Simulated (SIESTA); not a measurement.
The system is Co.

```
Co
1.0
     2.47056    0.00000    0.00000
    -1.23528    2.13957    0.00000
     0.00000    0.00000    8.08823
Co
4
Direct
  0.66667 0.33333 0.75000
  0.00000 0.00000 0.50000
  0.33333 0.66667 0.25000
  0.00000 0.00000 0.00000
```

| Property | Result |
| --- | --- |
| Program | SIESTA 5.4.2 |
| Task | single point |
| Functional | PBEsol |
| Potentials or basis | PseudoDojo 0.4 standard (PBEsol files) |
| Basis | DZP (energy shift 0.003 Ry; two zetas on semicore shells) |
| Grid cutoff | 800 Ry |
| Energy shift | 0.003 Ry |
| k mesh | 12 × 12 × 4 |
| Occupations | fermi-dirac, width 0.05 eV |
| Spin | collinear spin, ferromagnetic start |
| Starting moments | [2.0, 2.0, 2.0, 2.0] μB |

On this cell: pressure -5.7 GPa; largest force under 0.003 eV/Å; net moment 6.59 μB per cell; site moments Co +1.66, +1.63 μB; band gap on the k mesh none (metal or under the smearing width).

The same run follows on a disturbed copy (atoms moved at random, drawn with an rms of 0.05 Å):

```
CELL_PARAMETERS angstrom
2.47056 0.00000 0.00000
-1.23528 2.13957 0.00000
0.00000 0.00000 8.08823
ATOMIC_POSITIONS crystal
Co 0.66629 0.32673 0.74287
Co 0.98942 0.00200 0.49624
Co 0.34751 0.69536 0.25416
Co 0.01648 0.99819 0.99335
```

What changes?

The energy (extrapolated to zero smearing) moves by +9.9 meV/atom; pressure -5.2 GPa; largest force 0.734 eV/Å; net moment 6.58 μB per cell; site moments Co +1.65, +1.62, +1.66 μB; band gap on the k mesh none (metal or under the smearing width).

Forces in eV/Å, atoms in the order of the input:
```
Co   0.014  0.049  0.386
Co   0.103  0.047  0.091
Co  -0.010 -0.129 -0.722
Co  -0.108  0.031  0.249
```

Stress tensor (GPa, compression positive):
```
-3.22  0.03  0.05
 0.03 -4.98  0.22
 0.05  0.22 -7.25
```

Caveats: short orbitals over semicore shells can move pressures by several GPa; the basis of atomic orbitals isn't converged, which shifts pressures, moduli and gaps.
